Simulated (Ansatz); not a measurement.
Runs of Ansatz 0.2.0 on PbS. It takes space group P-6m2 (No. 187, hexagonal). The conventional cell has a = 4.090 Å, b = 4.090 Å, c = 3.788 Å, α = 90.00°, β = 90.00°, γ = 120.00°. Pb (site symmetry -6m2) is surrounded by 6 S at 3.03 Å. S (site symmetry -6m2) is surrounded by 6 Pb at 3.03 Å. Measurements of this composition are mostly on another form, of space group No. 225.

```csv
task,level,spin,cell,k mesh,points for each segment of the path,gap on the mesh (eV),pressure (GPa)
relaxation of cell and atoms,RPBE,off,relaxed,8 × 8 × 7,-,0.46,0.0
band structure,revPBE,off,as given,8 × 8 × 7,14,-,(b)
band structure,PBEsol,"SOC, no magnetisation",as given,6 × 6 × 5,14,(a),-3.2
band structure,RPBE,off,as given,8 × 8 × 7,14,-,1.9
```

Alike in all rows: potentials or basis Ansatz PAW; cutoff (eV) 420; smearing fermi-dirac 0.05 eV.

**Question.** Estimate the missing entries.

**Answer.** (a) none; (b) 1.4.

Caveats: the PAW data sets come from PBE, with cores solved anew for the run's functional, which leaves a small shift of forces and pressure; spin-orbit coupling is left out, which moves the levels of the heavy elements (some runs); odd divisions of the mesh miss points on the zone boundary, where band edges often lie, so the gap on the mesh can be too wide (some runs); the plane-wave basis is chosen anew once the cell has moved, so the energies of steps on either side of that aren't comparable (some runs); spin-orbit coupling is left out, which as a rule narrows the gap of such compounds by several tenths of an eV (some runs).

A k mesh can miss the band edges, and rows without SOC leave out spin-orbit coupling on Pb.
